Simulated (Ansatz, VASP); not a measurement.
**One calculation of V, two programs**

Contents of INCAR:

```
SYSTEM = V
PREC     = Accurate       ! precision mode
ENCUT    = 520            ! plane-wave cutoff, eV
EDIFF    = 1E-6           ! SCF threshold, eV
ISMEAR   = -1             ! smearing method
SIGMA    = 0.1            ! smearing width, eV
LREAL    = .FALSE.        ! projectors in reciprocal space
LASPH    = .TRUE.         ! aspherical terms in the spheres
NELM     = 80             ! most SCF steps
ALGO     = Normal         ! electronic algorithm
ISIF     = 2              ! what is computed and relaxed
LWAVE    = .FALSE.        ! write WAVECAR
LCHARG   = .TRUE.         ! write CHGCAR
GGA      = RP             ! functional
LELF     = .TRUE.         ! ELF
LVHAR    = .TRUE.       
NBANDS   = 12             ! bands
```

KPOINTS

```
regular mesh
0
G
  14 14 14
  0 0 0
```

File POSCAR:

```
V
1.0
    2.4025389868      0.0000000000      0.0000000000
    0.0000000000      2.4025389868      0.0000000000
    0.0000000000      0.0000000000      2.4025389868
V
1
Direct
    0.0000000000      0.0000000000      0.0000000000
```

Input for Ansatz:

```yaml
crystal:
  lattice:
    - [2.4025389868, 0.0, 0.0]
    - [0.0, 2.4025389868, 0.0]
    - [0.0, 0.0, 2.4025389868]
  atoms:
    - { symbol: V, position: [0.0, 0.0, 0.0] }
hamiltonian:
  xc: rpbe
  pseudopotentials:
    kind: paw
    azcp:
      V: "pseudopotentials/V.paw.azcp"
basis:
  ecutwfc: 420
  fft_grid_basis: typed
kpoints:
  mp_grid: { grid: [14, 14, 14], shift: [0, 0, 0] }
magnetization:
  spin_polarized: false
scf:
  occupations: { method: fermi_dirac, width: 0.1 }
  lower_state_search: "off"
output:
  stress: true
```

Alike in both runs: task single point; functional RPBE; k mesh 14 × 14 × 14; occupations fermi-dirac, width 0.1 eV; no spin polarisation.

```csv
,VASP,Ansatz
version,VASP 6.6.1,Ansatz 0.2.0
potentials or method,"VASP PAW PBE potentials, release 64 (V_sv)","plane waves (420 eV) with PAW, scalar-relativistic"
plane-wave cutoff (eV),520,420
valence electrons in the cell,13,13
```

```tsv
	VASP	Ansatz	Ansatz less VASP
pressure (GPa)	13.3	12.8	-0.44
```

With one functional, cell and mesh, what is left measures potentials, basis and numerics.

Caveats: the PAW data sets were made with another functional, which shifts forces and pressure a little (VASP).
